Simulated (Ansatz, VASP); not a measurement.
# MnO: VASP beside Ansatz

The input INCAR:

```
SYSTEM = MnO
  PREC = Accurate
  ENCUT = 520
  EDIFF = 1E-6
  ISMEAR = 0
  SIGMA = 0.028999999999999998
  LREAL = .False.
  LASPH = .True.
  NELM = 150
  ALGO = Normal
  ISIF = 2
  LWAVE = .False.
  LCHARG = .True.
  ISPIN = 2
  MAGMOM = 4 0
  LORBIT = 11
  LMAXMIX = 4
  GGA = PE
  LELF = .True.
  LVHAR = .True.
  NBANDS = 20
```

Contents of KPOINTS:

```
Automatic mesh
0
Gamma
  10 10 10
  0 0 0
```

File POSCAR:

```
MnO
1.0
    0.0000000000      2.2239077028      2.2239077028
    2.2239077028      0.0000000000      2.2239077028
    2.2239077028      2.2239077028      0.0000000000
Mn O
1 1
Direct
    0.0000000000      0.0000000000      0.0000000000
    0.5000000000      0.5000000000      0.5000000000
```

Contents of input.yaml:

```yaml
crystal:
  lattice:
    - [0.0, 2.2239077028, 2.2239077028]
    - [2.2239077028, 0.0, 2.2239077028]
    - [2.2239077028, 2.2239077028, 0.0]
  atoms:
    - { symbol: Mn, position: [0.0, 0.0, 0.0], spin: 4.0 }
    - { symbol: O, position: [0.5, 0.5, 0.5] }
kpoints:
  mp_grid: { grid: [10, 10, 10] }
scf:
  occupations: { method: gaussian, width: 0.029 }
hamiltonian:
  xc: pbe
  pseudopotentials: { kind: all_electron, lapw: { basis_error: 0.001 } }
magnetization:
  spin_polarized: true
output:
  forces: true
  stress: true
  eigenvalues: true
```

The cell is a database's computed one.

Alike in both runs: task single point; functional PBE; k mesh 10 × 10 × 10; occupations gaussian, width 0.029 eV; collinear spin.

```csv
,VASP,Ansatz
version,VASP 6.6.1,Ansatz 0.2.0
potentials or method,"VASP PAW PBE potentials, release 64 (Mn_pv, O)","all-electron LAPW, scalar-relativistic"
plane-wave cutoff (eV),520,see its input
```

|  | VASP | Ansatz | Ansatz less VASP |
| --- | --- | --- | --- |
| gap on the k mesh at the Fermi level (eV) | none | none | - |
| pressure (GPa) | 0.4 | 0.2 | -0.14 |
| net moment per atom (μB) | 2.40 | 2.40 | 0.000 |
| size of the moment on the site where the two differ most (μB) | 0.21 | 0.24 | +0.031 |

Site moments also hang on the region over which each program counts them. A gap of «none» marks a metal or a gap that the smearing closes. Ansatz ran all-electron here, so the differences hold the error of VASP's frozen core and of both bases.

Caveats: a cell with one magnetic atom can't hold antiferromagnetic order, which such compounds often take; semilocal functionals often make such compounds metallic where correlation or magnetic order opens a gap, which also shifts bond lengths.
